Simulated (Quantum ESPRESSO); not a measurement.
# KCl under changes of volume

One of the cells (28.294 Å³/atom); the others are scaled copies at fixed shape and fractional positions:

```
K Cl
1.0
     3.83920    0.00000    0.00000
     0.00000    3.83920    0.00000
     0.00000    0.00000    3.83920
K Cl
1 1
Direct
  0.00000 0.00000 0.00000
  0.50000 0.50000 0.50000
```

Measurements of this composition are mostly on another form, of space group No. 225.

| Item | Value |
| --- | --- |
| Program | Quantum ESPRESSO 7.5 |
| Functional | PBEsol |
| Potentials or basis | GBRV 1.5 PBEsol |
| Cutoff | 612 eV |
| Density cutoff | 4898 eV |
| k mesh | 7 × 7 × 7 |
| Occupations | fermi-dirac, width 0.05 eV |
| Spin | no spin polarisation |

```tsv
volume (Å³/atom)	energy over the lowest point (meV/atom)	pressure (GPa)	gap on the mesh (eV)
26.596	0.00	-0.6	4.90
27.162	2.11	-1.0	4.81
27.728	5.53	-1.3	4.72
28.294	10.10	-1.6	4.64
28.860	?	?	?
29.426	22.23	-2.1	4.49
29.991	29.53	-2.3	4.42
```

Task: What does the run at 28.860 Å³/atom give?

Result: Energy over the lowest point 15.74 meV/atom; pressure -1.9 GPa; gap on the mesh 4.57 eV.

Worked out: A Birch-Murnaghan fit of order 3 (a polynomial in V^(-2/3)) to the other rows has its minimum at 26.09 Å³/atom, just outside them, with B0 = V·E''(V) = 21 GPa and B' = 4.6. It gives 15.71 meV/atom at 28.860 Å³/atom, against the run's 15.74, and -dE/dV = -1.7 GPa, against -1.9. A straight line through the other rows of the gap, of slope -3.98 eV per unit of ln V, gives 4.57 eV, against the run's 4.57.

Energies are extrapolated to zero smearing.

Caveats: an odd mesh through Γ misses points on the zone boundary, where band edges often lie.
